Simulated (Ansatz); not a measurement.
Runs of Ansatz 0.2.0 on ZnO (zincite). Symmetry: P6_3mc, No. 186, hexagonal system. Conventional cell: a = 3.249 Å, b = 3.249 Å, c = 5.206 Å, α = 90.00°, β = 90.00°, γ = 120.00°. Zn (site symmetry 3m) is surrounded by 4 O at 1.97 to 1.98 Å. O (site symmetry 3m) has 4 Zn at 1.97 to 1.98 Å as nearest neighbours. 

```tsv
task	level	potentials or basis	cutoff (eV)	basis error allowed	gap on the mesh (eV)	pressure (GPa)	V0 of scaled cells (Å³/atom)	B0 (GPa)	largest force (eV/Å)
equation of state	LDA	all-electron LAPW, scalar-relativistic	-	0.002 eV/atom	-	-	11.33	(c)	-
equation of state	PBEsol	all-electron LAPW, scalar-relativistic	-	0.002 eV/atom	-	-	11.77	145	-
band structure	PBEsol	all-electron LAPW, scalar-relativistic	397	0.002 eV/atom	0.72	-1.5	-	-	0.06
band structure	LDA	all-electron LAPW, scalar-relativistic	397	0.002 eV/atom	0.75	-7.1	-	-	0.05
band structure	PBEsol	all-electron PAW datasets made for the crystal	460	-	0.72	-1.5	-	-	0.06
single point	PBE	all-electron LAPW, scalar-relativistic	429	0.001 eV/atom	0.82	4.8	-	-	0.07
single point	PBEsol	all-electron LAPW, scalar-relativistic	429	0.001 eV/atom	0.72	-1.5	-	-	0.06
band structure	PBEsol	all-electron LAPW, non-relativistic	397	0.002 eV/atom	0.96	(a)	-	-	0.07
equation of state	PBEsol	all-electron LAPW, scalar-relativistic	-	0.001 eV/atom	-	-	11.77	145	-
equation of state	PBE	all-electron LAPW, scalar-relativistic	-	0.001 eV/atom	-	-	12.32	(b)	-
band structure	PBEsol	all-electron LAPW, inner shells corrected to Dirac's equation	397	0.002 eV/atom	0.72	-1.5	-	-	0.06
band structure	PBE	all-electron LAPW, scalar-relativistic	397	0.002 eV/atom	0.82	4.8	-	-	0.07
```

Alike in all rows: no spin polarisation; cell as given; k mesh 9 × 9 × 5; smearing fermi-dirac 0.05 eV.

Q: Fill in the values left out.

A: (a) 0.0; (b) 129; (c) 162.

Caveats: the cell was scaled at fixed shape and fractional positions, which overstates the stiffness of a crystal with free parameters, most of all of layers and chains (some runs); an odd mesh through Γ misses points on the zone boundary, where band edges often lie (some runs).

Not every run made on this cell is shown here.
